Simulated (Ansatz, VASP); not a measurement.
## InAs in VASP and in Ansatz

```xyz
2
Lattice="0.0000 2.8773 2.8773 2.8773 0.0000 2.8773 2.8773 2.8773 0.0000" Properties=species:S:1:pos:R:3 pbc="T T T"
In    2.8773    2.8773    2.8773
As    0.0000    0.0000    0.0000
```

Measurements of this composition are mostly on another form, of space group No. 216.

Alike in both runs: functional BLYP; k mesh 8 × 8 × 8; occupations fermi-dirac, width 0.05 eV; no spin polarisation.

|  | VASP | Ansatz |
| --- | --- | --- |
| version | VASP 6.6.1 | Ansatz 0.2.0 |
| potentials or method | VASP PAW PBE potentials, release 64 (In_d, As) | Ansatz PAW |
| plane-wave cutoff (eV) | 520 | 420 |
| valence electrons in the cell | 18 | 28 |
| task | single point | band structure |

```tsv
	VASP	Ansatz	Ansatz less VASP
gap on the k mesh at the Fermi level (eV)	none	none	-
pressure (GPa)	4.7	4.5	-0.19
```

A gap of «none» marks a metal or a gap that the smearing closes. The two sets of potentials don't hold the same shells in valence.

Caveats: the PAW data sets were made with another functional, which shifts forces and pressure a little (VASP); spin-orbit coupling is left out, which moves the levels of the heavy elements (Ansatz); the PAW data sets come from PBE, with cores solved anew for the run's functional, which leaves a small shift of forces and pressure (Ansatz).
